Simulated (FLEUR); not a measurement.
# FePt (Tetraferroplatinum) under changes of volume

One of the cells (13.796 Å³/atom); the others are scaled copies at fixed shape and fractional positions:

```
CELL_PARAMETERS angstrom
2.72350 0.00000 0.00000
0.00000 2.72350 0.00000
0.00000 0.00000 3.72000
ATOMIC_POSITIONS crystal
Pt 0.50000 0.50000 0.50000
Fe 0.00000 0.00000 0.00000
```

* Program: FLEUR MaX-R8.1 (later development tree)
* Functional: BLYP
* Potentials or basis: all-electron
* Basis: FLAPW
* Kmax: 4.95 1/bohr
* k mesh: 10 × 10 × 7
* Occupations: fermi-dirac, width 0.05 eV
* Spin: collinear spin, ferromagnetic start
* Starting moments: [0.0, 3.0] μB

| volume (Å³/atom) | energy over the lowest point (meV/atom) | moment (μB per cell) |
| --- | --- | --- |
| 12.969 | 154.37 | 3.17 |
| 13.245 | 105.47 | 3.19 |
| 13.796 | 38.80 | 3.22 |
| 14.348 | ? | ? |
| 14.624 | 0.00 | 3.31 |

Task: What does the run at 14.348 Å³/atom give?

Result: Energy over the lowest point 6.16 meV/atom; moment 3.28 μB per cell.

Worked out: A Birch-Murnaghan fit of order 2 (a polynomial in V^(-2/3)) to the other rows has its minimum at 14.73 Å³/atom, just outside them, with B0 = V·E''(V) = 192 GPa at fixed shape and positions, which overstates the stiffness. It gives 5.63 meV/atom at 14.348 Å³/atom, against the run's 6.16. A parabola through the other rows of the moment, of slope 0.112 μB per Å³/atom there, gives 3.28 μB, against the run's 3.28.

Energies are extrapolated to zero smearing.
